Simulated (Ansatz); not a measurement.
# Ir (Fm-3m) in Ansatz: a series of runs

Aim: see how the results for Ir move with the level of theory and the settings. Levels: BLYP+D3(BJ), BLYP+D4, LDA. Tasks: relaxation of cell and atoms.

Everything below comes from runs of Ansatz 0.2.0. Logs are shortened: lines on timing, memory, paths and dates and some standing lists are left out, and cuts for length are marked.

## 1. The crystal as given

The structure is cubic, space group Fm-3m (No. 225). Conventional cell: a = 3.831 Å, b = 3.831 Å, c = 3.831 Å, α = 90.00°, β = 90.00°, γ = 90.00°. Around Ir (site symmetry m-3m) lie 12 Ir at 2.71 Å.

## 2. Relaxation of cell and atoms, BLYP+D3(BJ)

input.yaml

```yaml
crystal:
  lattice:
    - [0.0, 1.9156, 1.9156]
    - [1.9156, 0.0, 1.9156]
    - [1.9156, 1.9156, 0.0]
  atoms:
    - { symbol: Ir, position: [0.0, 0.0, 0.0] }
kpoints:
  mp_grid: { grid: [12, 12, 12] }
scf:
  occupations: { method: fermi_dirac, width: 0.05 }
hamiltonian:
  xc: blyp
  dispersion: d3bj
  pseudopotentials: { kind: all_electron, lapw: { basis_error: 0.001 } }
output:
  forces: true
  stress: true
relax:
  f_tol: 0.005
  max_steps: 60
  cell: {}
```

Potentials or basis: all-electron LAPW, scalar-relativistic.

On the command line:

```console
$ ansatz run input.yaml --threads 1 --pin off --max-ram 3072MiB --backend cpu --events-out ev --progress --plain --runs-dir out
```

Output:

```text
Warning: RAYON_NUM_THREADS=1 ignored (pool sized by the plan → 1); use --threads N
The last accepted step is kept in <dir> (removed where the run ends without a failure and the disk answers)
LAPW: plane waves up to 8.967 Å⁻¹, error target 1.0e-3 eV per atom; small_component_spin mean_spin; Ir in spheres of 1.314 Å, 41 of its electrons in bands, Dirac shells [] (how accurate: hamiltonian.pseudopotentials.lapw.basis_error, Limitations)
Engine: ansatz 0.2.0, x86_64-unknown-linux-gnu
Pseudopotentials: kind: all_electron
Pseudopotential: Ir, LAPW, valence charge 41, lapw/all_electron/scalar/gaussian/Ir, Koelling and Harmon's equation, gaussian nucleus
Functional definition: BLYP
  parameter beta = 0.0042
  parameter a = 0.04918
  parameter b = 0.132
  parameter c = 0.2533
  parameter d = 0.349
  exchange = b88_x(beta = beta)
  correlation = lyp_c(a = a, b = b, c = c, d = d)
Crystal: 1 atoms, lattice volume = 14.059 Å³
Basis set: ecut = 306.31840792921514 eV, 169 PW (Γ), exchange–correlation at level 2
Bands: 25, of which v1, the nominal top of the filled ones, is band 21 counted from 1 (20 counted from 0)
Symmetry: 48 space group operations
Space group: Fm-3m (ITA 225), of the structure as read, at distance tolerance 2.4e-5 Å
k-points: 72 of 1728
Non-local potential: Ir, projectors of the file, none
Initial density: superposition of atomic densities (chi_scale 0.1, normalization cell)
Initial wavefunctions: plane waves of lowest kinetic energy (no species holds an atomic orbital)
Functional: x = b88, c = lyp
iter 1 solved again at ethr=2.28e-5 eV; its pass at ethr=1.00e-1 eV (dr2=9.36e-3 eV) is discarded
SCF iter   1: F=—  HF=-485053.085125 eV  |F-HF|=—  |Δ(HF+E_count)|=         —  Δρ=1.36e-2  dr2=9.48e-3  ethr=2.28e-5  ⟨swp⟩=3.3  Hψ=11854  notcnv=0
preconditioner: auto → none  [metal: Δε(μ)=0.138 eV  Ē_g=14.361 eV  σ=0.050 eV  W_gap=0.45  n_scr=8 (ndim 8)  ℏωp=29.7 eV  f_vac=0.000  D(μ)=0.54/eV (n_scr^D=0)  sad-step TF]
SCF iter   2: F=—  HF=-485053.061532 eV  |F-HF|=—  |Δ(HF+E_count)|=   2.36e-2  Δρ=6.09e-3  dr2=2.46e-3  ethr=2.28e-5  ⟨swp⟩=2.8  Hψ=5511  notcnv=0
SCF iter   3: F=—  HF=-485053.062427 eV  |F-HF|=—  |Δ(HF+E_count)|=   8.95e-4  Δρ=3.44e-3  dr2=7.51e-4  ethr=6.01e-6  ⟨swp⟩=2.5  Hψ=5222  notcnv=0
iter 4 solved again at ethr=1.12e-7 eV; its pass at ethr=1.83e-6 eV (dr2=4.61e-5 eV) is discarded
SCF iter   4: F=—  HF=-485053.063251 eV  |F-HF|=—  |Δ(HF+E_count)|=         —  Δρ=8.17e-4  dr2=4.61e-5  ethr=1.12e-7  ⟨swp⟩=2.0  Hψ=9103  notcnv=0
the basis was enlarged: its passes take 461.3 KiB over the memory plan, 1 of 1 planned eigensolver slots
SCF iter   5: F=—  HF=-485053.063301 eV  |F-HF|=—  |Δ(HF+E_count)|=   5.03e-5  Δρ=1.11e-4  dr2=7.71e-7  ethr=1.12e-7  ⟨swp⟩=3.0  Hψ=5483  notcnv=0
[... 25 lines left out ...]
SCF iter   3: F=—  HF=-485053.070574 eV  |F-HF|=—  |Δ(HF+E_count)|=   1.24e-6  Δρ=1.96e-5  dr2=1.61e-8  ethr=3.91e-11  ⟨swp⟩=2.0  Hψ=9056  notcnv=0
SCF iter   4: F=-485053.070574 eV  HF=-485053.070574 eV  |F-HF|=6.81e-9  |Δ(HF+E_count)|=   2.13e-7  Δρ=8.89e-6  dr2=4.48e-9  ethr=3.91e-11  ⟨swp⟩=3.0  Hψ=5475  notcnv=0
SCF 3 converged in 4 iterations: F = -485053.070574 eV  dr2 = 4.48e-9
relax step   3: F+E_penalty+E_count = -485053.07057356 eV  Δ(F+E_penalty+E_count) = -7.271e-3 eV  max|allowed force component| = 0.000e0 eV/Å  Δτ_max = 0.0000 Å  P = -0.553 GPa  Ω = 14.384 Å³  (4 SCF iters, accepted)
Crystal: 1 atoms, lattice volume = 14.362 Å³
Basis set: ecut = 301.9913665719028 eV, 169 PW (Γ), exchange–correlation at level 2
iter 1 solved again at ethr=3.41e-10 eV; its pass at ethr=1.00e-1 eV (dr2=1.40e-7 eV) is discarded
SCF iter   1: F=—  HF=-485053.070613 eV  |F-HF|=—  |Δ(HF+E_count)|=         —  Δρ=1.68e-5  dr2=2.17e-8  ethr=3.41e-10  ⟨swp⟩=5.9  Hψ=9901  notcnv=0
preconditioner: auto → none  [metal: Δε(μ)=0.020 eV  Ē_g=14.123 eV  σ=0.050 eV  W_gap=0.10  n_scr=8 (ndim 8)  ℏωp=29.4 eV  f_vac=0.000  D(μ)=0.56/eV (n_scr^D=0)]
SCF iter   2: F=-485053.070613 eV  HF=-485053.070613 eV  |F-HF|=1.04e-8  |Δ(HF+E_count)|=   4.78e-7  Δρ=9.10e-6  dr2=5.82e-9  ethr=5.28e-11  ⟨swp⟩=3.0  Hψ=5295  notcnv=0
SCF 4 converged in 2 iterations: F = -485053.070613 eV  dr2 = 5.82e-9
relax step   4: F+E_penalty+E_count = -485053.07061264 eV  Δ(F+E_penalty+E_count) = -3.908e-5 eV  max|allowed force component| = 0.000e0 eV/Å  Δτ_max = 0.0000 Å  P = -0.024 GPa  Ω = 14.362 Å³  (2 SCF iters, accepted)
iter 1 solved again at ethr=1.97e-11 eV; its pass at ethr=1.00e-1 eV (dr2=8.08e-9 eV) is discarded
SCF iter   1: F=—  HF=-485053.070613 eV  |F-HF|=—  |Δ(HF+E_count)|=         —  Δρ=9.09e-6  dr2=5.82e-9  ethr=1.97e-11  ⟨swp⟩=7.1  Hψ=11709  notcnv=0  reapply=6
SCF iter   2: F=-485053.070613 eV  HF=-485053.070613 eV  |F-HF|=3.55e-9  |Δ(HF+E_count)|=   4.97e-7  Δρ=5.06e-6  dr2=1.78e-9  ethr=1.42e-11  ⟨swp⟩=3.0  Hψ=5364  notcnv=0
SCF 5 converged in 2 iterations: F = -485053.070613 eV  dr2 = 1.78e-9
relax step   5: F+E_penalty+E_count = -485053.07061290 eV  Δ(F+E_penalty+E_count) = -2.573e-7 eV  max|allowed force component| = 0.000e0 eV/Å  Δτ_max = 0.0000 Å  P = -0.024 GPa  Ω = 14.362 Å³  stress off target by 2.39e-2 GPa  SCF on the basis re-selected at this cell (its energy is not comparable with the rows above)  (2 SCF iters)
basis re-selected at this cell: Δ(F+E_penalty+E_count) = -2.573e-7 eV, ΔP = +0.000 GPa vs the last step (what re-selecting the basis moved, after the strain that the cell walked since its last selection, with what the two solves' SCF thresholds leave and, on support functions, any second-order correction that the steps lacked; it is no measure of the basis error at this ecutwfc). This SCF's stress stands 2.39e-2 GPa from its target on what of the cell is left free (relax.cell.stress_tol is 5.00e-2 GPa) and its largest allowed force component is 0.00e0 eV/Å (relax.f_tol is 5.00e-3 eV/Å): within both
SCF converged after 2 iterations
Free energy (F): -485053.070613 eV
Harris-Foulkes:  -485053.070613 eV  (|F-HF|=3.55e-9)
Internal energy: -485053.065768 eV  (E = F + TS)
E sigma→0 (E₀):  -485053.068191 eV
Entropy (-TS):   -0.004845 eV (-4.845 meV/atom)
Fermi energy:    31.940917 eV
--- Per-component energies (eV) ---
  E_band       = -2860.902836
  E_kinetic    = 548882.981705
  E_xc         = -9501.364309
  E_electrostatic = -1024432.984100  (all electrons and nuclei)
  E_disp       = -1.699064  (pairwise vdW)
  E_smearing   = -0.004845  (= −TS)
  E_closure    = -0.000000  (closes the sum)
  E_atoms      = -485043.657301  (free atoms, spherical and without spin; not in F)
  Σ components = -485053.070613   (vs F -485053.070613, Δ=0.00e0)
  Basis errors (estimates in eV, not in F): energy 2.4e-4 per atom: plane waves 2.0e-4 (1.1e-4 summed), levels above the bands 1.1e-102, relativity 3.8e-7, radial functions 3.6e-5, core shells 8.7e-7; eigenvalues (radial functions only) 1.6e-6; not estimated: angular momenta, meshes, grids; target (lapw.basis_error) 1.0e-3; muffin-tin radii Ir 1.323 Å
--- Forces (eV/Å), atoms counted from 1 ---
  atom   1  Ir     0.00000000    -0.00000000     0.00000000
  max |Σ_I F_I| component: 4.93e-32 eV/Å
--- Stress (GPa, compression-positive) ---
       -0.023865      -0.000000      -0.000000
       -0.000000      -0.023865      -0.000000
       -0.000000      -0.000000      -0.023865
  P = ⅓ Tr σ = -0.0239 GPa (-0.239 kbar)
--- Relaxed structure (4 steps of the walk, 3 accepted, 1 SCFs on fresh bases) ---
  F+E_penalty+E_count = -485053.07061290 eV   max|allowed force component| = 0.000e0 eV/Å   (the final SCF, on the basis selected at the relaxed cell)
  cell:  # Å, volume = 14.3619 Å³
    - [6.767290981189455e-35, 1.9292748938044118, 1.9292748938044118]
    - [1.9292748938044118, 2.1496100763778282e-35, 1.9292748938044118]
    - [1.9292748938044118, 1.9292748938044118, -1.2738430082238977e-34]
  atoms:
    - { symbol: Ir, position: [0.0, 0.0, 0.0] }
```

Wall time 11 s (1 thread of AMD EPYC 9R45 (Zen 5), shared host); peak memory 0.35 GiB.

What came out:

| Quantity | Value |
| --- | --- |
| Free energy | -485053.0706 eV |
| Relaxed volume | 14.36 Å³/atom |
| Relaxed cell | a = 2.728 Å, b = 2.728 Å, c = 2.728 Å, α = 60.00°, β = 60.00°, γ = 60.00° |
| Space group after relaxing (to 0.05 Å) | Fm-3m (No. 225) |
| Energy gained by relaxing | 7.3 meV/atom |
| Ionic steps | 4 |
| Pressure after relaxing | 0.0 GPa |

Step by step:
| step | energy change (eV) | largest force (eV/Å) | volume (Å³) |
| --- | --- | --- | --- |
| 1 | 0.0000 | 0.0000 | 14.06 |
| 2 | -0.0073 | 0.0000 | 14.38 |
| 3 | -0.0073 | 0.0000 | 14.36 |
| 4 | -0.0073 | 0.0000 | 14.36 |

Final structure:
```cif
data_structure
_symmetry_space_group_name_H-M 'P 1'
_symmetry_Int_Tables_number 1
_cell_length_a 2.7284
_cell_length_b 2.7284
_cell_length_c 2.7284
_cell_angle_alpha 60.000
_cell_angle_beta 60.000
_cell_angle_gamma 60.000
_cell_volume 14.36
loop_
_atom_site_label
_atom_site_type_symbol
_atom_site_fract_x
_atom_site_fract_y
_atom_site_fract_z
_atom_site_occupancy
Ir1 Ir 0.00000 0.00000 0.00000 1
```

## 3. Relaxation of cell and atoms, BLYP+D4

input.yaml: that of step 2 with these lines changed.

```diff
@@ -13,3 +13,3 @@
   xc: blyp
-  dispersion: d3bj
+  dispersion: d4
   pseudopotentials: { kind: all_electron, lapw: { basis_error: 0.001 } }
```

Potentials or basis: all-electron LAPW, scalar-relativistic.

On the command line:

```console
$ ansatz run input.yaml --threads 1 --pin off --max-ram 3072MiB --backend cpu --events-out ev --progress --plain --runs-dir out
```

It took 11 s on 1 thread of AMD EPYC 9R45 (Zen 5), shared host; peak memory 0.33 GiB.

The run converged. Its results:

* Free energy: -485053.1422 eV
* Relaxed volume: 14.39 Å³/atom
* Relaxed cell: a = 2.730 Å, b = 2.730 Å, c = 2.730 Å, α = 60.00°, β = 60.00°, γ = 60.00°
* Space group after relaxing (to 0.05 Å): Fm-3m (No. 225)
* Energy gained by relaxing: 8.6 meV/atom
* Ionic steps: 4
* Pressure after relaxing: 0.0 GPa

The path:
```tsv
step	energy change (eV)	largest force (eV/Å)	volume (Å³)
1	0.0000	0.0000	14.06
2	-0.0085	0.0000	14.41
3	-0.0086	0.0000	14.39
4	-0.0086	0.0000	14.39
```

Final structure:
```
CELL_PARAMETERS angstrom
0.00000 1.93040 1.93040
1.93040 0.00000 1.93040
1.93040 1.93040 0.00000
ATOMIC_POSITIONS crystal
Ir 0.00000 0.00000 0.00000
```

The run has no spin-orbit coupling, so splittings on Ir are missing. Zero-point motion and thermal expansion aren't in these numbers.

## 4. Relaxation of cell and atoms, LDA

input.yaml: that of step 3 with these lines changed.

```diff
@@ -8,3 +8,3 @@
 kpoints:
-  mp_grid: { grid: [12, 12, 12] }
+  mp_grid: { grid: [9, 9, 9] }
 scf:
@@ -12,4 +12,3 @@
 hamiltonian:
-  xc: blyp
-  dispersion: d4
+  xc: lda
   pseudopotentials: { kind: all_electron, lapw: { basis_error: 0.001 } }
```

On the command line:

```console
$ ansatz run input.yaml --threads 1 --pin off --max-ram 3072MiB --backend cpu --events-out ev --progress --plain --runs-dir out
```

It took 5.3 s on 1 thread of AMD EPYC 9R45 (Zen 5), shared host; peak memory 0.31 GiB.

It converged, with:

```
Free energy                            : -484754.2717 eV
Relaxed volume                         : 13.82 Å³/atom
Relaxed cell                           : a = 2.694 Å, b = 2.694 Å, c = 2.694 Å, α = 60.00°, β = 60.00°, γ = 60.00°
Space group after relaxing (to 0.05 Å) : Fm-3m (No. 225)
Energy gained by relaxing              : 5.1 meV/atom
Ionic steps                            : 4
Pressure after relaxing                : 0.0 GPa
```

The path:
```tsv
step	energy change (eV)	largest force (eV/Å)	volume (Å³)
1	0.0000	0.0000	14.06
2	-0.0051	0.0000	13.83
3	-0.0051	0.0000	13.82
4	-0.0051	0.0000	13.82
```

Final structure:
```xyz
1
Lattice="0.0000 1.9046 1.9046 1.9046 0.0000 1.9046 1.9046 1.9046 0.0000" Properties=species:S:1:pos:R:3 pbc="T T T"
Ir    0.0000    0.0000    0.0000
```

Caveat: the k mesh is thin for a metal, which can move the energy by tens of meV per atom.

## 5. Relaxation of cell and atoms, LDA, spin-orbit coupling, no magnetisation

input.yaml: that of step 4 with these lines changed.

```diff
@@ -14,2 +14,5 @@
   pseudopotentials: { kind: all_electron, lapw: { basis_error: 0.001 } }
+magnetization:
+  noncollinear: true
+  spin_orbit: true
 output:
```

Potentials or basis: all-electron LAPW, relativistic spinors.

On the command line:

```console
$ ansatz run input.yaml --threads 1 --pin off --max-ram 3072MiB --backend cpu --events-out ev --progress --plain --runs-dir out
```

Output:

```text
Warning: RAYON_NUM_THREADS=1 ignored (pool sized by the plan → 1); use --threads N
[... 1 set-up line as earlier in the session ...]
LAPW: plane waves up to 8.968 Å⁻¹, error target 1.0e-3 eV per atom; Dirac's equation on spinors; Ir in spheres of 1.314 Å, 41 of its electrons in bands (how accurate: hamiltonian.pseudopotentials.lapw.basis_error, Limitations)
[... 2 set-up lines as earlier in the session ...]
Pseudopotential: Ir, LAPW, valence charge 41, lapw/all_electron/dirac/gaussian/Ir, Dirac's equation, gaussian nucleus
Functional definition: SPW92
  exchange = slater_x
  correlation = pw_c
non-collinear run that drives no moment, with spin-orbit: no starting moment large enough to seed its density (crystal.atoms[].spin), no starting occupations that ask for one, no magnetisation constraint and no magnetic field, so the semilocal B_xc is pinned to zero
Crystal: 1 atoms, lattice volume = 14.059 Å³
Basis set: ecut = 306.4484647560986 eV, 169 PW (Γ), exchange–correlation at level 2
Bands: 50, of which v1, the nominal top of the filled ones, is band 41 counted from 1 (40 counted from 0)
Symmetry: 48 space group operations + 48 with time reversal
Magnetic group: BNS 225.117 (UNI 1619), of the structure as read, at distance tolerance 2.4e-5 Å
k-points: 35 of 729
[... 65 lines left out ...]
  E_band       = -2841.792792
  E_kinetic    = 552887.833513
  E_xc         = -9227.330158
  E_electrostatic = -1029244.799569  (all electrons and nuclei)
  E_smearing   = -0.003452  (= −TS)
  E_closure    = 0.000000  (closes the sum)
  E_atoms      = -485573.225455  (free atoms, spherical and without spin; not in F)
  Σ components = -485584.299666   (vs F -485584.299666, Δ=0.00e0)
  Basis errors (estimates in eV, not in F): energy 2.4e-4 per atom: plane waves 2.1e-4 (1.1e-4 summed), levels above the bands 1.4e-112, relativity 1.5e-8, radial functions 2.8e-5, core shells 1.7e-6; eigenvalues (radial functions only) 1.3e-6; not estimated: angular momenta, meshes, grids; target (lapw.basis_error) 1.0e-3; muffin-tin radii Ir 1.307 Å
--- Forces (eV/Å), atoms counted from 1 ---
  atom   1  Ir     0.00000000     0.00000000     0.00000000
  max |Σ_I F_I| component: 1.08e-27 eV/Å
--- Stress (GPa, compression-positive) ---
        0.010686      -0.000000      -0.000000
       -0.000000       0.010686      -0.000000
       -0.000000      -0.000000       0.010686
  P = ⅓ Tr σ = 0.0107 GPa (0.107 kbar)
--- Relaxed structure (4 steps of the walk, 3 accepted, 1 SCFs on fresh bases) ---
  F+E_penalty+E_count = -485584.29966627 eV   max|allowed force component| = 0.000e0 eV/Å   (the final SCF, on the basis selected at the relaxed cell)
  cell:  # Å, volume = 13.8421 Å³
    - [1.839110843123252e-34, 1.9057139812733488, 1.9057139812733488]
    - [1.9057139812733488, 1.464919459457482e-34, 1.9057139812733488]
    - [1.9057139812733488, 1.9057139812733488, 5.493447972965558e-35]
  atoms:
    - { symbol: Ir, position: [0.0, 0.0, 0.0] }
```

Run time: 48 s. Hardware: 1 thread of AMD EPYC 9R45 (Zen 5), shared host; peak memory 0.49 GiB.

What came out:

- Free energy: -485584.2997 eV
- Relaxed volume: 13.84 Å³/atom
- Relaxed cell: a = 2.695 Å, b = 2.695 Å, c = 2.695 Å, α = 60.00°, β = 60.00°, γ = 60.00°
- Space group after relaxing (to 0.05 Å): Fm-3m (No. 225)
- Energy gained by relaxing: 4.1 meV/atom
- Ionic steps: 4
- Pressure after relaxing: 0.0 GPa

The path:
```
step  energy change (eV)  largest force (eV/Å)  volume (Å³)
   1              0.0000                0.0000        14.06
   2             -0.0041                0.0000        13.85
   3             -0.0041                0.0000        13.84
   4             -0.0041                0.0000        13.84
```

Final structure:
```
Ir
1.0
     0.00000    1.90571    1.90571
     1.90571    0.00000    1.90571
     1.90571    1.90571    0.00000
Ir
1
Direct
  0.00000 0.00000 0.00000
```

Caveat: the k mesh is thin for a metal, which can move the energy by tens of meV per atom. LDA usually gives volumes a few per cent too small.

## 6. Summary

| level | potentials or basis | spin | k mesh | pressure (GPa) | relaxed volume (Å³/atom) |
| --- | --- | --- | --- | --- | --- |
| BLYP+D3(BJ) | all-electron LAPW, scalar-relativistic | off | 12 × 12 × 12 | 0.0 | 14.36 |
| BLYP+D4 | all-electron LAPW, scalar-relativistic | off | 12 × 12 × 12 | 0.0 | 14.39 |
| LDA | all-electron LAPW, scalar-relativistic | off | 9 × 9 × 9 | 0.0 | 13.82 |
| LDA | all-electron LAPW, relativistic spinors | SOC, no magnetisation | 9 × 9 × 9 | 0.0 | 13.84 |

Alike in all rows: task relaxation of cell and atoms; cell relaxed; smearing fermi-dirac 0.05 eV; basis error allowed 0.001 eV/atom.

Caveats: the k mesh is thin for a metal, which can move the energy by tens of meV per atom (some runs).

Compare energies only between runs with the same functional and basis.
